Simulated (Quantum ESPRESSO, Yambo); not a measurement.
# P (puckered monolayer): G0W0 with Yambo, start to end, part 2 of 2

Wanted: ground state, empty states, screening and self-energy for P (puckered monolayer).

Quantum ESPRESSO 7.5 and Yambo 5.3.0; PBE and many-body steps on it, plane waves. Known limits of the many-body steps: not at the basis limit.

So far. Step 3 (Bands along the symmetry lines): The gap is 0.907 eV, as in the run before at this level. Step 4 (Empty states on the mesh, 4×6×1 mesh, 110 bands): On this mesh the gap is 0.907 eV.

## Step 5: Conversion and set-up

This step: Yambo 5.3.0; conversion and set-up on PBE, plane waves, norm-conserving pseudopotentials.

The states are converted to the many-body program's format and the q mesh is built.

Command:

```
> (cd o/x.save; p2y > p2y.log; mv SAVE ../..); yambo > setup.log
```

Log:

```text
 Yambo, version 5.3.0

 [02] CORE Variables Setup
 =========================

  [02.01] Unit cells
  ==================

  Cell kind             :  Unknown
  Atoms in the cell     :  P
  number of P  atoms    :   4

  List of atomic masses
  Mass of P     :  30.97400

  List of atomic coordinates    : [cc]
  P1       :   0.77574   0.00000  15.21945  order 1
  P2       :   3.59538   3.12216  15.21945  order 2
  P3       :   5.14686   3.12216  11.23672  order 3
  P4       :   7.96650   0.00000  11.23672  order 4

  Alat factors          :   8.74225   6.24433  26.45617 [a.u.]
  Direct lattice volume :   1444.23    [a.u.]
  Direct lattice vectors:  A[ 1 ]  A[ 2 ]  A[ 3 ]
   A[ 1 ]:  1.000000  0.000000  0.000000  [iru]
   8.742246  0.000000  0.000000  [cc]
   A[ 2 ]:  0.000000  1.000000  0.000000  [iru]
   0.000000  6.244329  0.000000  [cc]
   A[ 3 ]:  0.000000  0.000000  1.000000  [iru]
    0.00000   0.00000  26.45617  [cc]

  Recip. lattice volume :  0.171753 [a.u.]
  Recip. lattice vectors:  B[ 1 ]  B[ 2 ]  B[ 3 ]
   B[ 1 ]:  1.000000  0.000000  0.000000  [iku]
   0.718715  0.000000  0.000000  [cc]
   B[ 2 ]:  0.000000  1.000000  0.000000  [iku]
   0.000000  1.006223  0.000000  [cc]
   B[ 3 ]:  0.000000  0.000000  1.000000  [iku]
   0.000000  0.000000  0.237494  [cc]

  [02.02] Symmetries
  ==================

  Inversion symmetry    : yes
  Spatial inversion     : yes
  Inversion index       :  3
  K-space Time-reversal : no
  Magnetic symmetries   : no
  Group table correct   : yes
  Symmetries units      :  [cc]

   [S 1]:  1.000000  0.000000  0.000000  0.000000  1.000000  0.000000  0.000000  0.000000  1.000000
   [S 2]: -1.000000  0.000000  0.000000  0.000000  1.000000  0.000000  0.000000  0.000000 -1.000000
   [S 3]: -1.000000  0.000000  0.000000  0.000000 -1.000000  0.000000  0.000000  0.000000 -1.000000
   [S 4]:  1.000000  0.000000  0.000000  0.000000 -1.000000  0.000000  0.000000  0.000000  1.000000

  [02.03] Reciprocal space
  ========================

  nG shells         :   5896
  nG charge         :   42135
  nG WFs            :   6937
  nC WFs            :   5320
  G-vecs. in first 80 shells:  [ Number ]
    1   3   5   7   9  13  17  19  21
    25   29   33   35   39   43   47   55   63
    67   71   73   81   83   87   91   95  103
[...]
331   339   347   355   363   367   371   379
  ...
  Shell energy in first 80 shells:  [ mHa ]
[...]
2311.45      2324.48      2352.68      2396.05      2414.99      2437.29      2476.20      2537.06      2542.62
    2554.61      2569.43      2578.30      2730.01      2734.47      2775.71      2790.58      2820.17      2830.72
    2838.01      2858.93      2921.23      2943.53      2988.29      3029.53      3040.23      3048.86
  ...

  [02.04] K-grid lattice
  ======================

  Compatible Grid is   : 2D
  Base K vectors       :  K_min[ 1 ]  K_min[ 2 ]  K_min[ 3 ]
[...]
WF components:   5280
  K [ 3]         [rlu]:  0.000000  0.333333  0.000000
         WF components:   5286
[...]
K [ 8]         [rlu]:  0.250000 -0.500000  0.000000
[...]
K [ 9]         [rlu]: -0.500000  0.000000  0.000000
[...]
K [10]         [rlu]: -0.500000  0.166667  0.000000
[...]
K [11]         [rlu]: -0.500000  0.333333  0.000000
         WF components:   5278
  K [12]         [rlu]: -0.500000 -0.500000  0.000000
         WF components:   5268

  [02.05] Energies & Occupations
  ==============================

  [X] === General ===
  [X] Electronic Temperature                        :  0.000000  0.000000 [eV K]
  [X] Bosonic    Temperature                        :  0.000000  0.000000 [eV K]
  [X] Finite Temperature mode                       : no
  [X] El. density                                   :  0.93452E+23 [cm-3]
  [X] Fermi Level                                   : -0.736863 [eV]

  [X] === Gaps and Widths ===
  [X] Conduction Band Min                           :  0.906761 [eV]
  [X] Valence Band Max                              :  0.000000 [eV]
  [X] Filled Bands                                  :  10
  [X] Empty Bands                                   :   11  110
  [X] Direct Gap                                    :  0.906761 [eV]
  [X] Direct Gap localized at k                     :  1
  [X] Indirect Gap                                  :  0.906761 [eV]
  [X] Indirect Gap between kpts                     :  1  1
  [X] Last valence band width                       :  1.927020 [eV]
  [X] 1st conduction band width                     :  1.895552 [eV]

  E @ K [ 1]:  [eV]
  -14.92277 -12.46551  -9.16574  -5.63302  -4.71026  -4.46476  -3.30239  -1.72537
[...]
occ @ K [ 1]
[...]
E @ K [ 2]:  [eV]
[...]
occ @ K [ 2]
[...]
E @ K [ 3]:  [eV]
[...]
occ @ K [ 3]
[...]
E @ K [ 8]:  [eV]
[...]
occ @ K [ 8]
[...]
E @ K [ 9]:  [eV]
[...]
occ @ K [ 9]
[...]
E @ K [10]:  [eV]
[...]
occ @ K [10]
[...]
E @ K [11]:  [eV]
[...]
occ @ K [11]
[...]
E @ K [12]:  [eV]
[...]
occ @ K [12]
[...]
2.000000  2.000000  0.000000  0.000000  0.000000  0.000000  0.000000  0.000000
   0.000000  0.000000  0.000000  0.000000  0.000000  0.000000  0.000000  0.000000

 [03] Transferred momenta grid and indexing
 ==========================================

 IBZ Q-points                                      :  12
 BZ  Q-points                                      :  24

 K/Q-points units:
 rlu = crystal or reduced units; cc = cartesian coordinates; iku = interal k-units

 Q [ 1]         [rlu]:  0.000000  0.000000  0.000000
 Q [ 2]         [rlu]:  0.000000  0.166667  0.000000
 Q [ 3]         [rlu]:  0.000000  0.333333  0.000000
[...]
Q [ 8]         [rlu]:  0.250000 -0.500000  0.000000
 Q [ 9]         [rlu]: -0.500000  0.000000  0.000000
 Q [10]         [rlu]: -0.500000  0.166667  0.000000
 Q [11]         [rlu]: -0.500000  0.333333  0.000000
 Q [12]         [rlu]: -0.500000 -0.500000  0.000000

  [03.01] X indexes
  =================

   [03.01.01] Sigma indexes
   ========================

 [06] Game Over & Game summary
```

It took 1.8 s on 1 MPI rank of Arm Neoverse V1, shared host; peak memory 0.24 GiB.

## Step 6: Screening and self-energy, 4×6×1 mesh, 110 bands, screening to 129.3 eV

Now the one-shot GW correction: screening in the RPA, then the self-energy of the levels asked for.

This step: G0W0 on PBE, plane waves, norm-conserving pseudopotentials.

Input file gw1.in:

```
HF_and_locXC
gw0
dyson
ppa
em1d
rim_cut
rim_w
RandQpts= 3000000
RandGvec= 100 RL
CUTGeo= "slab z"
RandGvecW= 9 RL
EXXRLvcs= 36 Ry
VXCRLvcs= 144 Ry
Chimod= "HARTREE"
% BndsRnXp
 1 | 110 |
%
NGsBlkXp= 9.5 Ry
% LongDrXp
 1 | 1 | 0 |
%
% GbndRnge
 1 | 110 |
%
DysSolver= "n"
ExtendOut
PPAPntXp= 27.21138 eV
% QPkrange
 1 | 12 | 7 | 14 |
%
```

Command:

```
> OMP_NUM_THREADS=1 mpirun -n 4 yambo -F gw1.in -J gw1 -C gw1 > gw1.log
```

Log:

```text
 Yambo, version 5.3.0

 [02] CORE Variables Setup
 =========================

  [... cell, symmetries and grids as in the set-up ...]

  [02.05] Energies & Occupations
  ==============================

  [X] === General ===
  [X] Electronic Temperature                        :  0.000000  0.000000 [eV K]
  [X] Bosonic    Temperature                        :  0.000000  0.000000 [eV K]
  [X] Finite Temperature mode                       : no
  [X] El. density                                   :  0.93452E+23 [cm-3]
  [X] Fermi Level                                   : -0.736863 [eV]

  [X] === Gaps and Widths ===
  [X] Conduction Band Min                           :  0.906761 [eV]
  [X] Valence Band Max                              :  0.000000 [eV]
  [X] Filled Bands                                  :  10
  [X] Empty Bands                                   :   11  110
  [X] Direct Gap                                    :  0.906761 [eV]
  [X] Direct Gap localized at k                     :  1
  [X] Indirect Gap                                  :  0.906761 [eV]
  [X] Indirect Gap between kpts                     :  1  1
  [X] Last valence band width                       :  1.927020 [eV]
  [X] 1st conduction band width                     :  1.895552 [eV]

 [03] Transferred momenta grid and indexing
 ==========================================

 IBZ Q-points                                      :  12
 BZ  Q-points                                      :  24

 K/Q-points units:
 rlu = crystal or reduced units; cc = cartesian coordinates; iku = interal k-units

 Q [ 1]         [rlu]:  0.000000  0.000000  0.000000
 Q [ 2]         [rlu]:  0.000000  0.166667  0.000000
 Q [ 3]         [rlu]:  0.000000  0.333333  0.000000
 Q [ 4]         [rlu]:  0.000000 -0.500000  0.000000
 Q [ 5]         [rlu]:  0.250000  0.000000  0.000000
 Q [ 6]         [rlu]:  0.250000  0.166667  0.000000
 Q [ 7]         [rlu]:  0.250000  0.333333  0.000000
 Q [ 8]         [rlu]:  0.250000 -0.500000  0.000000
 Q [ 9]         [rlu]: -0.500000  0.000000  0.000000
 Q [10]         [rlu]: -0.500000  0.166667  0.000000
 Q [11]         [rlu]: -0.500000  0.333333  0.000000
 Q [12]         [rlu]: -0.500000 -0.500000  0.000000

 [04] Coloumb potential Random Integration (RIM)
 ===============================================

 Performing RIM of v_slab

  [04.01] RIM initialization
  ==========================

  * Diagonal components only detected *

  8 x (sBL volume)        :  0.057251 [a.u.]
  sBZ random points       :  3000000
  Points outside the sBZ  :  24001885
  RL volume               :  0.171753 [a.u.]
  Integrated volume       :  0.171739 [a.u.]

  [04.02] RIM integrals
  =====================

  Gamma point sphere radius             :  0.043799 [a.u.]
  Points outside the sphere             :  2398566
  [Int_sBZ(q=0) 1/q^2]*(Vol_sBZ)^(-1/3) =:  7.478335
                                 should be <:  7.795600

  Summary of Coulomb integrals for non-metallic bands |Q|[au] RIM/Bare

  Q [1] 0.100000E-4 0.959302 * Q [2] 0.167704 0.969668
  Q [5] 0.179679 1.015114 * Q [6] 0.245782 1.037537
  Q [3] 0.335408 1.021472 * Q [9] 0.359358 1.032119
  Q [7] 0.380503 1.024585 * Q [10] 0.396563 1.028731
  Q [11] 0.491565 1.019804 * Q [4] 0.503111 1.015563
  Q [8] 0.534234 1.015048 * Q [12] 0.618271 1.012660
  Non-periodic chartesian directions : none
  Optical renormalization            :  26.45617 [au]
  Polarizability dimension           : length

 [05] Coloumb potential CutOffslab
 =================================

 Cut directionsZ
 Slab Cutoff:Z
 Symmetry test passed : yes

 [06] Dipoles
 ============

  [06.01] Setup: observables and procedures
  =========================================

  [WARNING] [x,Vnl] slows the Dipoles computation. To neglect it rename the ns.kb_pp file

 [07] Dynamic Dielectric Matrix (PPA)
 ====================================

 [WR./gw1//ndb.pp]---------------------------------------------------------------
  Brillouin Zone Q/K grids (IBZ/BZ)                :  12  24  12  24
  RL vectors                                       :   6937 [WF]
  Coulomb cutoff potential                         : slab z
  Electronic Temperature                           :  0.000000 [K]
  Bosonic    Temperature                           :  0.000000 [K]
  PPA    diel. fun.  energies                      : Perdew, Burke & Ernzerhof(X)+Perdew, Burke & Ernzerhof(C)
  wavefunctions                                    : Perdew, Burke & Ernzerhof(X)+Perdew, Burke & Ernzerhof(C)
  Global Gauge                                     : length
  X matrix size                                    :   781
  X band range                                     :    1  110
  X e/h energy range                               : -1.000000 -1.000000 [eV]
  X Time ordering                                  : R
  X Hxc Kernel                                     : HARTREE
  X Drude frequency                                :  0.000000  0.000000
  X poles                                          :  100.0000 [o/o]
  RL vectors in the sum                            :   6937
  [r,Vnl] included                                 : yes
  Field direction                                  :  0.707107E-5  0.707107E-5   0.00000
  BZ energy Double Grid                            : no
  BZ energy DbGd points                            : 0
  BZ Q point size factor                           : -1.000000
  X Optical Averaged directions                    : none

 [08] Local Exchange-Correlation + Non-Local Fock
 ================================================

 [VXC] Plane waves :   42135
 [EXS] Plane waves :   5277

 QP @ state[ 1 ] K range:   1  12
 QP @ state[ 1 ] b range:   7  14

 [xc] Functional : Perdew, Burke & Ernzerhof(X)+Perdew, Burke & Ernzerhof(C)
 [xc] LIBXC used to calculate xc functional
  PP Number of Atomic Species                      :  1
  NLCC RL compoments                               :   42135
  PP Number of Atomic Species                      :  1
  NLCC RL compoments                               :   42135

 [xc] E_xc :  -6.689322 [Ha]
      E_xc :  -13.37864 [Ry]

  Local XC kind (lXC) : Perdew, Burke & Ernzerhof(X)+Perdew, Burke & Ernzerhof(C)
  Non-Local XC kind (nlXC) : Hartree-Fock

  Corrections @ K [1] :  [eV]
 <7|nlXC|7> = -15.13085 -0.56752E-17 <7|lXC|7> = -12.37505 -0.18882E-15
 <8|nlXC|8> = -14.85449 -0.29251E-16 <8|lXC|8> = -12.77100 -0.18882E-15
 <9|nlXC|9> = -13.05205 -0.23943E-16 <9|lXC|9> = -10.56776 -0.37763E-15
 <10|nlXC|10> = -13.27522 -0.36051E-17 <10|lXC|10> = -11.64948  0.37763E-15
 <11|nlXC|11> = -6.378325 -0.34989E-17 <11|lXC|11> = -9.945845  0.56645E-15
 <12|nlXC|12> = -6.527961  0.36244E-17 <12|lXC|12> = -10.94050 -0.94408E-16
 <13|nlXC|13> = -6.912380  0.48816E-17 <13|lXC|13> = -11.78758 -0.18882E-15
 <14|nlXC|14> = -6.951125 -0.61767E-18 <14|lXC|14> = -11.92965  0.56645E-15

  Corrections @ K [2] :  [eV]
 <7|nlXC|7> = -14.13667 -0.55000E-17 <7|lXC|7> = -10.53516  0.18882E-15
 <8|nlXC|8> = -14.59475  0.63030E-19 <8|lXC|8> = -12.01630 -0.17702E-16
[...]
Corrections @ K [3] :  [eV]
[...]
Corrections @ K [4] :  [eV]
[...]
Corrections @ K [5] :  [eV]
[...]
[... 6 further k-points ...]
  Corrections @ K [12] :  [eV]
[...]
<10|nlXC|10> = -13.56447  0.70488E-17 <10|lXC|10> = -11.29380  0.94408E-16
 <11|nlXC|11> = -6.242203 -0.37737E-17 <11|lXC|11> = -10.53217  0.23602E-16
 <12|nlXC|12> = -6.242202  0.12800E-17 <12|lXC|12> = -10.53217  0.23602E-16
 <13|nlXC|13> = -6.503967 -0.42092E-18 <13|lXC|13> = -11.52384  0.23602E-15
 <14|nlXC|14> = -6.503966  0.27357E-18 <14|lXC|14> = -11.52383  0.11801E-15

  [08.01] Hartree-Fock occupations report
  =======================================

  [Hartree-Fock] === General ===
  [Hartree-Fock] Electronic Temperature             :  0.000000  0.000000 [eV K]
  [Hartree-Fock] Bosonic    Temperature             :  0.000000  0.000000 [eV K]
  [Hartree-Fock] Finite Temperature mode            : no
  [Hartree-Fock] El. density                        :  0.93452E+23 [cm-3]
  [Hartree-Fock] Fermi Level                        : -0.736863 [eV]

  [Hartree-Fock] === Gaps and Widths ===
  [Hartree-Fock] Conduction Band Min                :  4.474281 [eV]
  [Hartree-Fock] Valence Band Max                   : -1.625739 [eV]
  [Hartree-Fock] Filled Bands                       :  10
  [Hartree-Fock] Empty Bands                        :   11  110
  [Hartree-Fock] Direct Gap                         :  6.100020 [eV]
  [Hartree-Fock] Direct Gap localized at k          :  1
  [Hartree-Fock] Indirect Gap                       :  6.100020 [eV]
  [Hartree-Fock] Indirect Gap between kpts          :  1  1
  [Hartree-Fock] Last valence band width            :  2.652187 [eV]
  [Hartree-Fock] 1st conduction band width          :  2.889364 [eV]

 [09] Dyson equation: Newton solver
 ==================================

  [09.01] RIM-W interpolation
  ===========================

  [WARNING] RIM-W works only for 2D semiconductors with slab cutoff
  Found compatible q grid: 2D
  q_min[ 1 ]:  0.250000  0.000000  0.000000 [rlu]
   0.250000  0.000000  0.000000 [iku]
  q_min[ 2 ]:  0.000000  0.166667  0.000000 [rlu]
   0.000000  0.166667  0.000000 [iku]
  G-vectors :   9
  G-vectors loaded:   83
  Number of interpolated frequencies:  2

  Evaluating coefficients q = 0
  Evaluating coefficients q = 0

  [09.02] RIM-W integrals
  =======================

  8 x (sBL volume)        :  0.057251 [a.u.]
  sBZ random points       :  3000000
  Points outside the sBZ  :  24001885
  RL volume               :  0.171753 [a.u.]
  Integrated volume       :  0.171739 [a.u.]

  [09.03] RIM integrals
  =====================

  Comparison between head Wc = W - v averages: < Wc > [au] RIM-W/RIM

   < -Wc [Q = 1] > 0.424483E-1 0.633945E-4 * < -Wc [Q = 2] > 0.006927 0.006789
   < -Wc [Q = 3] > 0.001381 0.001360 * < -Wc [Q = 4] > 0.483827E-3 0.479617E-3
   < -Wc [Q = 5] > 0.006334 0.006157 * < -Wc [Q = 6] > 0.003084 0.002937
   < -Wc [Q = 7] > 0.987302E-3 0.964842E-3 * < -Wc [Q = 8] > 0.402431E-3 0.397988E-3
   < -Wc [Q = 9] > 0.001188 0.001164 * < -Wc [Q = 10] > 0.907106E-3 0.888234E-3
   < -Wc [Q = 11] > 0.492573E-3 0.482864E-3 * < -Wc [Q = 12] > 0.257846E-3 0.253906E-3

  Comparison between head Wc = W - v averages: < Wc > [au] RIM-W/RIM

   < -Wc [G = 1,G`=0] > 0.424483E-1 0.633945E-4 * < -Wc [G = 2,G`=0] >-0.001639 0.000000
   < -Wc [G = 3,G`=0] >-0.001639 0.000000 * < -Wc [G = 4,G`=0] > 0.119926E-4  0.00000
   < -Wc [G = 5,G`=0] > 0.119926E-4  0.00000 * < -Wc [G = 6,G`=0] > 0.113579E-3  0.00000
   < -Wc [G = 7,G`=0] > 0.113579E-3  0.00000 * < -Wc [G = 8,G`=0] > 0.10441E-10  0.0000
   < -Wc [G = 9,G`=0] > 0.12426E-10  0.0000

 [10] G0W0 (W PPA)
 =================

 [  GW  ] Bands range     :    1  110
 [GW/PPA] G damping       :  0.100000 [eV]

 QP @ state[ 1 ] K range:   1  12
 QP @ state[ 1 ] b range:   7  14

  Sc/G bands                                       :    1  110
  Sc/G damping                                     :  0.100000 ev
  Sc bands terminator                              : no
  Sx RL components                                 :   5277

  QP @ state[ 1 ] K range                          :   1  12
  QP @ state[ 1 ] b range                          :   7  14
  GF energies kind                                 : Perdew, Burke & Ernzerhof(X)+Perdew, Burke & Ernzerhof(C)
  GF WF`s kind                                     : Perdew, Burke & Ernzerhof(X)+Perdew, Burke & Ernzerhof(C)
  Xs energies kind                                 : Perdew, Burke & Ernzerhof(X)+Perdew, Burke & Ernzerhof(C)
  Xs WF`s kind                                     : Perdew, Burke & Ernzerhof(X)+Perdew, Burke & Ernzerhof(C)

 [14] Game Over & Game summary
```

It took 25 min on 4 MPI ranks; peak memory 2.2 GiB; 1.7 h of CPU time.

Numbers from this step:

```
G0W0 gap on the mesh                         : 2.004 eV
starting gap on the mesh                     : 0.9068 eV
k of the valence top                         : 0, 0, 0
k of the conduction bottom                   : 0, 0, 0
least direct G0W0 gap on the computed points : 2.004 eV
Z at the valence top                         : 0.7181
Z at the conduction bottom                   : 0.7273
```

The gap on the mesh goes from 0.91 eV to 2.00 eV, a correction of +1.10 eV.

Limits: finite bands, cutoff and mesh. v1 is the top filled band, c1 the lowest empty one. The levels before and after the correction (eV, zero at the valence-band top of each column):

|  | conduction bottom | valence top |
| --- | --- | --- |
| Kohn-Sham | 0.91 | 0.00 |
| G0W0 | 2.00 | 0.00 |

|  | level | energy (eV) |
| --- | --- | --- |
| Kohn-Sham | Γ v4 | -3.302 |
| Kohn-Sham | Γ v3 | -1.725 |
| Kohn-Sham | Γ v2 | -1.639 |
| Kohn-Sham | Γ v1 | 0.000 |
| Kohn-Sham | Γ c1 | 0.907 |
| Kohn-Sham | Γ c2 | 1.643 |
| Kohn-Sham | Γ c3 | 2.655 |
| Kohn-Sham | Γ c4 | 3.290 |
| G0W0 | Γ v4 | -3.317 |
| G0W0 | Γ v3 | -1.662 |
| G0W0 | Γ v2 | -1.817 |
| G0W0 | Γ v1 | 0.000 |
| G0W0 | Γ c1 | 2.004 |
| G0W0 | Γ c2 | 2.929 |
| G0W0 | Γ c3 | 4.048 |
| G0W0 | Γ c4 | 4.658 |

## Step 7: Where the time went

Times are wall times on the hardware named with each run, good to a factor of about two.

| step | time | share | memory (GiB) |
| --- | --- | --- | --- |
| ground state | 15 s | 1 % | 0.31 |
| bands along the symmetry lines | 6.2 s | 0 % | 0.25 |
| empty states on the mesh | 19 s | 1 % | 0.41 |
| conversion and set-up | 1.8 s | 0 % | 0.24 |
| screening and self-energy | 25 min | 97 % | 2.2 |

## Step 8: Results

- PBE gap: 0.91 eV, direct
- G0W0 gap on the mesh: 2.00 eV
- GW settings: 4×6×1 mesh, 110 bands, screening to 129.3 eV, Godby-Needs plasmon pole
- known limits: not at the basis limit

In words: G0W0 moves the gap on the mesh from 0.91 eV to 2.00 eV (+1.10 eV), with Z of 0.72 and 0.73 at the edges. The dearest step here is «screening and self-energy». Against experiment, by G0W0@PBE: the direct gap of 2.00 eV lies +0.30 eV from the measured 1.7 eV (exciton, 77 K, 2020); the direct gap of 2.00 eV lies +0.25 eV from the measured 1.75 ± 0.04 eV (exciton, 263 K, on SiO2/Si, 2015); the gap of 2.00 eV lies +1.00 eV from the measured 1 eV (transport, quoted 2015); the gap of 2.00 eV lies −0.20 eV from the measured 2.2 eV (electronic, quoted 2018); the direct gap of 2.00 eV lies +0.33 eV from the measured 1.67 eV (exciton, 300 K, 2016). An exciton line or allowed optical edge lies below the quasiparticle gap by the binding energy; a forbidden edge can push the onset above it. The computed sheet is free-standing; a substrate or cover screens it further and lowers both gap and binding, while the exciton line moves little. The calculation has static nuclei and no excitons; a measured gap holds zero-point and thermal motion, which mostly lowers it. Bands and cutoff are finite, so the gap is not at the basis limit. The miss can reach some tenths of an eV and take either sign; the mesh is an error of its own.

[Paths, hosts, dates, memory and timing lines, banners, echoed tables and standing remarks are left out of the program output.]

[Logs are printed without paths, hosts, clocks, repeated set-up lines and the standing remarks that a program may print on its own settings, such as how far it seeks lower states.]

[Runs of the session that timed out or met a known fault of the program may be left out.]

[Hosts, paths, dates, database ids (printed as entryN), source tags and the programs' standing remarks are cut or masked in the printed files.]
